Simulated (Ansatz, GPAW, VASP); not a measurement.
# Bi: 3 runs at one level of theory

```
CELL_PARAMETERS angstrom
2.26750 1.30914 3.93800
-2.26750 1.30914 3.93800
0.00000 -2.61828 3.93800
ATOMIC_POSITIONS crystal
Bi 0.76600 0.76600 0.76600
Bi 0.23400 0.23400 0.23400
```

Alike in all runs: task single point; functional PBE; k mesh 7 × 7 × 7; occupations gaussian, width 0.1 eV; no spin polarisation; no spin-orbit coupling. Pressure is positive in compression and, in plane waves, holds the error of the finite cutoff, which Ansatz's Pulay term estimates and takes out.

```
                    program and potentials  plane-wave cutoff (eV)                             notes  pressure (GPa)  largest force (eV/Å)
                        Ansatz, Ansatz PAW                     420  Pulay term of +0.03 GPa included            2.10                 0.199
          VASP, PBE PAW files Bi_d, 520 eV                     520                                 -            2.04                 0.205
GPAW, GPAW PAW data sets (gpaw-data 1.2.1)                     600                                 -            2.01                 0.193
```

Force on atom 1 (Bi), eV/Å:

```tsv
program and potentials	x	y	z
Ansatz, Ansatz PAW	0.000	0.000	-0.199
VASP, PBE PAW files Bi_d, 520 eV	0.000	0.000	-0.205
GPAW, GPAW PAW data sets (gpaw-data 1.2.1)	0.000	0.000	-0.193
```

The pressure spans 2.01 (GPAW, GPAW PAW data sets (gpaw-data 1.2.1)) to 2.10 GPa (Ansatz, Ansatz PAW).

The functional is the same throughout but for its coding, so the spread measures potentials, basis and numerics; runs on potential files found faulty are left out.
